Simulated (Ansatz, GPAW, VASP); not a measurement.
## One calculation of Si, 4 ways

```
CELL_PARAMETERS angstrom
0.00000 2.72185 2.72185
2.72185 0.00000 2.72185
2.72185 2.72185 0.00000
ATOMIC_POSITIONS crystal
Si 0.50000 0.50000 0.50000
Si 0.75000 0.75000 0.75000
```

Alike in all runs: task single point; functional PBE; k mesh 8 × 8 × 8; occupations gaussian, width 0.015 eV; no spin polarisation; no spin-orbit coupling. Pressure is positive in compression and, in plane waves, holds the error of the finite cutoff, which Ansatz's Pulay term estimates and takes out.

```tsv
program and potentials	plane-wave cutoff (eV)	notes	band gap (eV)	pressure (GPa)
Ansatz, Ansatz PAW	420	Pulay term of +0.02 GPa included	0.63	1.34
Ansatz, all-electron LAPW, scalar-relativistic	-	-	0.63	1.31
VASP, PBE PAW files Si, 520 eV	520	-	0.63	1.26
GPAW, GPAW PAW data sets (gpaw-data 1.2.1)	600	-	0.62	1.61
```

The band gap spans 0.62 (GPAW, GPAW PAW data sets (gpaw-data 1.2.1)) to 0.63 eV (VASP, PBE PAW files Si, 520 eV), with all-electron results at 0.63. The pressure spans 1.26 (VASP, PBE PAW files Si, 520 eV) to 1.61 GPa (GPAW, GPAW PAW data sets (gpaw-data 1.2.1)), with all-electron results at 1.31. The gap is indirect and read on the mesh alone.

The functional is the same throughout but for its coding, so the spread measures potentials, basis and numerics; runs on potential files found faulty are left out.
